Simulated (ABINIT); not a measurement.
## GaP (F-43m): G0W0 in ABINIT against the bands in the self-energy

Aim: move the bands in the self-energy of a G0W0 run on GaP (F-43m) over a wide range.

Method: PBE and many-body steps on it, plane waves, in ABINIT 10.8.3.

## (1) The structure

The structure is cubic, space group F-43m (No. 216). The conventional cell has a = 5.450 Å, b = 5.450 Å, c = 5.450 Å, α = 90.00°, β = 90.00°, γ = 90.00°. Nearest to Ga lie 4 P at 2.36 Å. P has 4 Ga at 2.36 Å nearest. Farther neighbours are not listed.

The cell and positions come from the Crystallography Open Database and are kept as given unless a step says otherwise.

## (2) Screening, 4×4×4 mesh, 268 bands, screening to 272.1 eV

This step: ABINIT 10.8.3; RPA screening on PBE, plane waves, norm-conserving pseudopotentials.

The RPA dielectric matrix is built and inverted for each q.

The input, run.abi:

```
acell 3*1.0 Angstrom
rprim 
  0.000000000000 2.725250000000 2.725250000000
  2.725250000000 0.000000000000 2.725250000000
  2.725250000000 2.725250000000 0.000000000000
ntypat 2
znucl 31 15
natom 2
typat 1 2
xred 
  0.000000000000 0.000000000000 0.000000000000
  0.250000000000 0.250000000000 0.250000000000
pp_dirpath "pseudos"
pseudos "Ga.upf, P.upf"
ecut 36
ngkpt 4 4 4
nshiftk 1
shiftk 0 0 0
kptopt 1
chksymbreak 0
istwfk *1
occopt 1
irdwfk 1
optdriver 3
nband 268
ecuteps 10
inclvkb 2
awtr 1
symchi 1
indata_prefix "in"
outdata_prefix "out"
tmpdata_prefix "tmp"
```

Started as:

```bash
OMP_NUM_THREADS=1 mpirun -n 8 abinit run.abi > log
```

Log:

```text
.Version 10.8.3 of ABINIT. v10.8.2 released Aug 2026.

 Symmetries : space group F-4 3 m (#216); Bravais cF (face-center cubic)
[... echo of the input left out ...]
== DATASET  1 ==================================================================
-   mpi_nproc: 8, omp_nthreads: 1 (-1 if OMP is not activated)

--- !DatasetInfo
iteration_state: {dtset: 1, }
dimensions: {natom: 2, nkpt: 8, mband: 268, nsppol: 1, nspinor: 1, nspden: 1, mpw: 2832, }
cutoff_energies: {ecut:  36.0, pawecutdg:  -1.0, }
electrons: {nelect:   1.80000000E+01, charge:   0.00000000E+00, occopt:   1.00000000E+00, tsmear:   1.00000000E-02, }

 SCREENING: Calculation of the susceptibility and dielectric matrices

 Based on a program developped by R.W. Godby, V. Olevano, G. Onida, and L. Reining.
 Incorporated in ABINIT by V. Olevano, G.-M. Rignanese, and M. Torrent.
.Using double precision arithmetic ; gwpc =  8

[... cell and pseudopotentials left out ...]
--------------------------------------------------------------------------------

 ==== K-mesh for the wavefunctions ====
 Number of points in the irreducible wedge :     8
[... list of points left out ...]
 Together with 24 symmetry operations and time-reversal symmetry
 yields    64 points in the full Brillouin Zone.

 ==== Q-mesh for the screening function ====
 Number of points in the irreducible wedge :     8
[... list of points left out ...]
 Together with 24 symmetry operations and time-reversal symmetry
 yields    64 points in the full Brillouin Zone.

 setmesh: FFT mesh size selected  =    30x   30x   30
          total number of points  =        27000

 vcoul_init : cutoff-mode = AUXILIARY_FUNCTION
 q-points for optical limit:   1
     1)      0.000010    0.000020    0.000030

- screening: taking advantage of time-reversal symmetry
- Maximum band index for partially occupied states nbvw = 9
- Remaining bands to be divided among processors   nbcw = 259
- Number of bands treated by each node ~32

 Number of electrons calculated from density =   18.0000; Expected =   18.0000
 average of density, n =  0.065891
 r_s =    1.5359
 omega_plasma =   24.7610 [eV]

 calculating chi0 at frequencies [eV] :
  1    0.000000E+00    0.000000E+00
  2    0.000000E+00    2.476105E+01

--------------------------------------------------------------------------------
  q-point number  1        q = ( 0.000000, 0.000000, 0.000000) [r.l.u.]
--------------------------------------------------------------------------------
[... chi0 elements left out ...]
 For q-point:  0.000010 0.000020 0.000030
  dielectric constant =  18.0951
  dielectric constant without local fields =  19.6309

  Average fulfillment of the sum rule on Im[epsilon] for q-point    1 :    111.26  [%]
[... wings left out ...]
  q-point number  2        q = ( 0.250000, 0.000000, 0.000000) [r.l.u.]
--------------------------------------------------------------------------------
[... chi0 elements left out ...]
  Average fulfillment of the sum rule on Im[epsilon] for q-point    2 :    129.04  [%]

 [... 6 further q-points ...]
```

Wall time 36 s (8 MPI ranks of Intel Xeon Platinum 8488C (Sapphire Rapids), shared host); peak memory 2 GiB; 4.8 min of CPU time.

This step gave:

| Quantity | Value |
| --- | --- |
| ε∞ with local fields, on this mesh, along the program's q direction | 18.10 |
| the same without local fields | 19.63 |
| plasma frequency | 24.76 eV |
| plane waves in the screening matrix | 411 |

Local fields lower ε∞ by 8 %. On a Γ-centred mesh this coarse the value itself is usually too large, while a short band sum pulls it down.

## (3) 17 bands

This step: G0W0 on PBE, plane waves, norm-conserving pseudopotentials.

run.abi: that of step 2 with these lines changed.

```diff
@@ -23,8 +23,17 @@
 irdwfk 1
-optdriver 3
-nband 268
+optdriver 4
+nband 17
+gwcalctyp 0
+ecutsigx 36
+symsigma 1
+nkptgw 2
+kptgw 
+  0.0000000000 0.0000000000 0.0000000000
+  0.5000000000 0.5000000000 0.0000000000
+bdgw 
+  7 13
+  8 11
 ecuteps 10
-inclvkb 2
-awtr 1
-symchi 1
+irdscr 1
+ppmodel 1
 indata_prefix "in"
```

Log:

```text
.Version 10.8.3 of ABINIT. v10.8.2 released Aug 2026.

 Symmetries : space group F-4 3 m (#216); Bravais cF (face-center cubic)
[... echo of the input left out ...]
== DATASET  1 ==================================================================
-   mpi_nproc: 8, omp_nthreads: 1 (-1 if OMP is not activated)

--- !DatasetInfo
iteration_state: {dtset: 1, }
dimensions: {natom: 2, nkpt: 8, mband: 17, nsppol: 1, nspinor: 1, nspden: 1, mpw: 2832, }
cutoff_energies: {ecut:  36.0, pawecutdg:  -1.0, }
electrons: {nelect:   1.80000000E+01, charge:   0.00000000E+00, occopt:   1.00000000E+00, tsmear:   1.00000000E-02, }

 SIGMA: Calculation of the GW corrections

 Based on a program developped by R.W. Godby, V. Olevano, G. Onida, and L. Reining.
 Incorporated in ABINIT by V. Olevano, G.-M. Rignanese, and M. Torrent.
.Using double precision arithmetic ; gwpc =  8

[... cell and pseudopotentials left out ...]
--------------------------------------------------------------------------------

 ==== K-mesh for the wavefunctions ====
 Number of points in the irreducible wedge :     8
[... list of points left out ...]
 Together with 24 symmetry operations and time-reversal symmetry
 yields    64 points in the full Brillouin Zone.

 ==== Q-mesh for screening function ====
 Number of points in the irreducible wedge :     8
[... list of points left out ...]
 Together with 24 symmetry operations and time-reversal symmetry
 yields    64 points in the full Brillouin Zone.

 vcoul_init : cutoff-mode = AUXILIARY_FUNCTION
 q-points for optical limit:   1
     1)      0.000010    0.000020    0.000030
 setmesh: FFT mesh size selected  =    40x   40x   40
          total number of points  =        64000

 Number of electrons calculated from density =   18.0000; Expected =   18.0000
 average of density, n =  0.065891
 r_s =    1.5359
 omega_plasma =   24.7610 [eV]

 === KS Band Gaps ===
  >>>> For spin  1
   Minimum direct gap =   1.8169 [eV], located at k-point      :   0.0000  0.0000  0.0000
   Fundamental gap    =   1.6526 [eV], Top of valence bands at :   0.0000  0.0000  0.0000
                                       Bottom of conduction at :   0.5000  0.5000  0.0000
 SIGMA fundamental parameters:
 PLASMON POLE MODEL  1
 number of plane-waves for SigmaX                 2741
 number of plane-waves for SigmaC and W            411
 number of plane-waves for wavefunctions          2741
 number of bands                                    17
 number of independent spin polarizations            1
 number of spinorial components                      1
 number of k-points in IBZ                           8
 number of q-points in IBZ                           8
 number of symmetry operations                      24
 number of k-points in BZ                           64
 number of q-points in BZ                           64
 number of frequencies for dSigma/dE                 9
 frequency step for dSigma/dE [eV]                0.25
 number of omega for Sigma on real axis              0
 max omega for Sigma on real axis  [eV]           0.00
 zcut for avoiding poles [eV]                     0.10

 EPSILON^-1 parameters (SCR file):
 dimension of the eps^-1 matrix on file            411
 dimension of the eps^-1 matrix used               411
 number of plane-waves for wavefunctions          2741
 number of bands                                   268
 number of q-points in IBZ                           8
 number of frequencies                               2
 number of real frequencies                          1
 number of imag frequencies                          1

 matrix elements of self-energy operator (all in [eV])

 Perturbative Calculation

--- !SelfEnergy_ee
iteration_state: {dtset: 1, }
kpoint     : [   0.000,    0.000,    0.000, ]
spin       : 1
KS_gap     :    1.817
QP_gap     :    2.411
Delta_QP_KS:    0.594
data: !SigmaeeData |
     Band     E0 <VxcDFT>   SigX SigC(E0)      Z dSigC/dE  Sig(E)    E-E0       E
        7   4.357 -12.838 -14.651   2.598   0.797  -0.255 -12.213   0.625   4.983
        8   4.357 -12.838 -14.651   2.598   0.797  -0.255 -12.213   0.625   4.983
        9   4.357 -12.838 -14.651   2.598   0.797  -0.255 -12.213   0.625   4.983
       10   6.174 -12.306  -7.906  -2.882   0.803  -0.245 -11.086   1.219   7.393
       11   8.244 -10.862  -6.778  -2.666   0.811  -0.233  -9.712   1.151   9.395
       12   8.244 -10.862  -6.778  -2.666   0.811  -0.233  -9.712   1.151   9.395
       13   8.244 -10.862  -6.778  -2.666   0.811  -0.233  -9.712   1.151   9.395

--- !SelfEnergy_ee
iteration_state: {dtset: 1, }
kpoint     : [   0.500,    0.500,    0.000, ]
spin       : 1
KS_gap     :    4.335
QP_gap     :    5.139
Delta_QP_KS:    0.803
data: !SigmaeeData |
     Band     E0 <VxcDFT>   SigX SigC(E0)      Z dSigC/dE  Sig(E)    E-E0       E
        8   1.674 -11.507 -14.675   3.233   0.783  -0.277 -11.456   0.051   1.726
        9   1.674 -11.507 -14.675   3.233   0.783  -0.277 -11.456   0.051   1.726
       10   6.010  -9.355  -5.501  -2.813   0.821  -0.218  -8.500   0.855   6.864
       11   6.179 -10.511  -6.390  -2.764   0.815  -0.228  -9.405   1.106   7.285

== END DATASET(S) ==============================================================
================================================================================

 -outvars: echo values of variables after computation  --------
           etotal      0.0000000000E+00
            nband          17
             nkpt           8
          spgroup         216
 [... the other variables as echoed above ...]

 Calculation completed.
```

The job ended after 4.7 s (8 MPI ranks; peak memory 1.6 GiB; 36 s of CPU time).

Numbers from this step:

```
G0W0 gap on the points computed              : 1.881 eV
starting gap on the mesh                     : 1.653 eV
k of the valence top                         : 0, 0, 0
k of the conduction bottom                   : 0.5, 0.5, 0
Z at the valence top                         : 0.797
Z at the conduction bottom                   : 0.821
least direct G0W0 gap on the computed points : 2.41 eV
```

## (4) 32 bands

run.abi: that of step 3 with these lines changed.

```diff
@@ -24,3 +24,3 @@
 optdriver 4
-nband 17
+nband 32
 gwcalctyp 0
```

Log:

```text
.Version 10.8.3 of ABINIT. v10.8.2 released Aug 2026.

 Symmetries : space group F-4 3 m (#216); Bravais cF (face-center cubic)
[... echo of the input left out ...]
== DATASET  1 ==================================================================
-   mpi_nproc: 8, omp_nthreads: 1 (-1 if OMP is not activated)

--- !DatasetInfo
iteration_state: {dtset: 1, }
dimensions: {natom: 2, nkpt: 8, mband: 32, nsppol: 1, nspinor: 1, nspden: 1, mpw: 2832, }
cutoff_energies: {ecut:  36.0, pawecutdg:  -1.0, }
electrons: {nelect:   1.80000000E+01, charge:   0.00000000E+00, occopt:   1.00000000E+00, tsmear:   1.00000000E-02, }

 SIGMA: Calculation of the GW corrections

 Based on a program developped by R.W. Godby, V. Olevano, G. Onida, and L. Reining.
 Incorporated in ABINIT by V. Olevano, G.-M. Rignanese, and M. Torrent.
.Using double precision arithmetic ; gwpc =  8

[... cell and pseudopotentials left out ...]
--------------------------------------------------------------------------------

 ==== K-mesh for the wavefunctions ====
 Number of points in the irreducible wedge :     8
[... list of points left out ...]
 Together with 24 symmetry operations and time-reversal symmetry
 yields    64 points in the full Brillouin Zone.

 ==== Q-mesh for screening function ====
 Number of points in the irreducible wedge :     8
[... list of points left out ...]
 Together with 24 symmetry operations and time-reversal symmetry
 yields    64 points in the full Brillouin Zone.

 vcoul_init : cutoff-mode = AUXILIARY_FUNCTION
 q-points for optical limit:   1
     1)      0.000010    0.000020    0.000030
 setmesh: FFT mesh size selected  =    40x   40x   40
          total number of points  =        64000

 Number of electrons calculated from density =   18.0000; Expected =   18.0000
[...]
number of omega for Sigma on real axis              0
 max omega for Sigma on real axis  [eV]           0.00
 zcut for avoiding poles [eV]                     0.10

 EPSILON^-1 parameters (SCR file):
 dimension of the eps^-1 matrix on file            411
 dimension of the eps^-1 matrix used               411
 number of plane-waves for wavefunctions          2741
 number of bands                                   268
 number of q-points in IBZ                           8
 number of frequencies                               2
 number of real frequencies                          1
 number of imag frequencies                          1

 matrix elements of self-energy operator (all in [eV])

 Perturbative Calculation

--- !SelfEnergy_ee
iteration_state: {dtset: 1, }
kpoint     : [   0.000,    0.000,    0.000, ]
spin       : 1
KS_gap     :    1.817
QP_gap     :    2.357
Delta_QP_KS:    0.540
data: !SigmaeeData |
     Band     E0 <VxcDFT>   SigX SigC(E0)      Z dSigC/dE  Sig(E)    E-E0       E
        7   4.357 -12.838 -14.651   1.723   0.785  -0.274 -12.909  -0.071   4.286
        8   4.357 -12.838 -14.651   1.723   0.785  -0.274 -12.909  -0.071   4.286
        9   4.357 -12.838 -14.651   1.723   0.785  -0.274 -12.909  -0.071   4.286
[...]
--- !SelfEnergy_ee
iteration_state: {dtset: 1, }
kpoint     : [   0.500,    0.500,    0.000, ]
spin       : 1
KS_gap     :    4.335
QP_gap     :    5.106
Delta_QP_KS:    0.770
data: !SigmaeeData |
     Band     E0 <VxcDFT>   SigX SigC(E0)      Z dSigC/dE  Sig(E)    E-E0       E
[...]
10   6.010  -9.355  -5.501  -3.514   0.810  -0.234  -9.079   0.276   6.285
       11   6.179 -10.511  -6.390  -3.551   0.803  -0.246 -10.053   0.458   6.637

== END DATASET(S) ==============================================================
================================================================================

 -outvars: echo values of variables after computation  --------
           etotal      0.0000000000E+00
            nband          32
             nkpt           8
          spgroup         216
 [... the other variables as echoed above ...]

 Calculation completed.
```

Wall time 5.5 s (8 MPI ranks); peak memory 1.6 GiB.

Numbers from this step:

| Property | Result |
| --- | --- |
| G0W0 gap on the points computed | 1.999 eV |
| starting gap on the mesh | 1.653 eV |
| k of the valence top | 0, 0, 0 |
| k of the conduction bottom | 0.5, 0.5, 0 |
| Z at the valence top | 0.785 |
| Z at the conduction bottom | 0.81 |
| least direct G0W0 gap on the computed points | 2.357 eV |

[end of part 1 of 2]

[Paths, hosts, dates, memory and timing lines, banners, echoed tables and standing remarks are left out of the program output.]

[Logs are printed without paths, hosts, clocks, repeated set-up lines and the standing remarks that a program may print on its own settings, such as how far it seeks lower states.]

[Runs of the session that timed out or met a known fault of the program may be left out.]

[Hosts, paths, dates, database ids (printed as entryN), source tags and the programs' standing remarks are cut or masked in the printed files.]

[G0W0 gaps are taken among the corrected bands and points alone; a level outside them can change the order at an edge.]

[Where Ansatz stands beside ABINIT at settings called matched, ABINIT's density can come from a denser mesh and the files from another edition; pairs whose starting gaps differed by over 0.03 eV were left out, so agreement reads better than it is.]
